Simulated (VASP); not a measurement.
Runs of VASP 6.6.1 on MgS. It takes space group F-43m (No. 216, cubic). The conventional cell has a = 5.666 Å, b = 5.666 Å, c = 5.666 Å, α = 90.00°, β = 90.00°, γ = 90.00°. Around S (site symmetry -43m) lie 4 Mg at 2.45 Å. Mg (site symmetry -43m) is surrounded by 4 S at 2.45 Å. The cell comes from a database or a generator and needn't be the stable form of this composition.

```tsv
task	level	potentials or basis	k mesh	cutoff (eV)	mesh quality	gap on the mesh (eV)	pressure (GPa)
band structure	PBE	VASP PAW PBE potentials, release 64 (S, Mg)	8 × 8 × 8	520	not flagged	3.45	0.8
band structure	TB-mBJ	VASP PAW PBE potentials, release 64 (S, Mg)	8 × 8 × 8	520	not flagged	(b)	-
band structure	r2SCAN	VASP PAW PBE potentials, release 64 (S, Mg)	8 × 8 × 8	520	not flagged	4.12	-0.4
band structure	PBE	VASP PAW PBE potentials, release 64 (S_GW, Mg_GW)	8 × 8 × 8	450	not flagged	3.44	0.8
single point	PBE	VASP PAW PBE potentials, release 64 (S, Mg)	3 × 3 × 3	520	coarse	(c)	(a)
dielectric tensor	PBE	VASP PAW PBE potentials, release 64 (S, Mg)	8 × 8 × 8	520	not flagged	3.45	-
band structure	LDA	VASP PAW LDA potentials, release 64 (S, Mg)	8 × 8 × 8	520	not flagged	3.18	-2.5
```

Alike in all rows: no spin polarisation; cell as given; smearing gaussian 0.02 eV.

**Question.** Estimate the missing entries.

**Answer.** (a) 1.3; (b) 5.04; (c) 3.43.

Caveats: some runs use coarse meshes; the PAW data sets were made with another functional, which shifts forces and pressure a little (some runs).

A k mesh can miss the band edges.
